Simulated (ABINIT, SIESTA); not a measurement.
This is a calculation of Rh for SIESTA 5.4.2. Atoms were shifted at random by some hundredths of an Å from the given cell, which wasn't relaxed again for these runs. This isn't the form of Rh at room conditions, which is fcc.

The input Rh.fdf:

```
SystemName                      Rh
SystemLabel                     Rh
NumberOfSpecies                 1
NumberOfAtoms                   2
%block ChemicalSpeciesLabel
  1  45 Rh
%endblock ChemicalSpeciesLabel

LatticeConstant                 1.0 Ang
%block LatticeVectors
     2.7309790422     0.0000000000     0.0000000000
    -1.3654895211     2.3650972278     0.0000000000
     0.0000000000     0.0000000000     4.4284890000
%endblock LatticeVectors
AtomicCoordinatesFormat         Fractional
%block AtomicCoordinatesAndAtomicSpecies
     0.3268750000     0.6463710000     0.2421170000  1  Rh
     0.6651250000     0.3500480000     0.7605450000  1  Rh
%endblock AtomicCoordinatesAndAtomicSpecies

%block kgrid.MonkhorstPack
   11   0   0  0.0
    0  11   0  0.0
    0   0   6  0.0
%endblock kgrid.MonkhorstPack
XC.Functional                   GGA
XC.Authors                      PBEsol
PAO.BasisSize                   DZP
PAO.EnergyShift                 0.003 Ry
Mesh.Cutoff                     800 Ry
OccupationFunction              FD
ElectronicTemperature           0.05 eV
MaxSCFIterations                120
SCF.MustConverge                false
SCF.Mixer.Method                Pulay
SCF.Mixer.Weight                0.25
SCF.Mixer.History               8
SCF.DM.Tolerance                5.0e-05
SCF.H.Tolerance                 1.0e-03 eV
WriteForces                     true
Charge.Mulliken                 end
%block PAO.Basis
  Rh 5
  n=4 0 2
    2.902 0.000
  n=5 0 2
    8.361 0.000
  n=4 1 2
    3.313 0.000
  n=5 1 1
    8.361
  n=4 2 2
    5.613 0.000
%endblock PAO.Basis
```

Potentials or basis: PseudoDojo 0.4 standard (PBEsol files), converted to PSML, two zetas on semicore shells, DZP (energy shift 0.003 Ry; two zetas on semicore shells).

Command:

```console
$ siesta Rh.fdf > Rh.out 2>&1
```

Task: What does the same run look like in ABINIT 10.8.3 (patched build)? Potentials or basis there: PseudoDojo NC SR PBEsol v0.4.1 standard, cutoff 1197 eV.

Result: As run (cutoffs and basis follow the program's own potentials, and thresholds, step limits or extra output files can differ):

The input run.abi:

```
pp_dirpath "./"
pseudos "Rh.upf"

acell 3*1.0 Angstrom
rprim
     2.7309790422     0.0000000000     0.0000000000
    -1.3654895211     2.3650972278     0.0000000000
     0.0000000000     0.0000000000     4.4284890000
ntypat 1
znucl 45
natom 2
typat 1 1
xred
     0.3268750000     0.6463710000     0.2421170000
     0.6651250000     0.3500480000     0.7605450000
chkprim 0
chksymtnons 0
tolsym 1.0e-6

ecut 44.0

kptopt 1
ngkpt 11 11 6
nshiftk 1
shiftk 0.0 0.0 0.0

ixc -116133

nband 21
occopt 3
tsmear 0.00183747

nstep 100
tolvrs 1.0e-10

iomode 3
prtwf 0
prtden 0
prteig 0
prtebands 0
```

Potentials or basis: PseudoDojo NC SR PBEsol v0.4.1 standard.

Launch:

```bash
$ abinit run.abi > log 2>&1
```

Both were run:

|  | SIESTA | ABINIT |
| --- | --- | --- |
| Pressure | -8.8 GPa | -12.2 GPa |
| Largest force | 0.991 eV/Å | 0.811 eV/Å |

The two runs disagree by more than potentials and bases usually give (in gap, levels, pressure or energy); the cause wasn't traced.

Pressure is positive in compression.
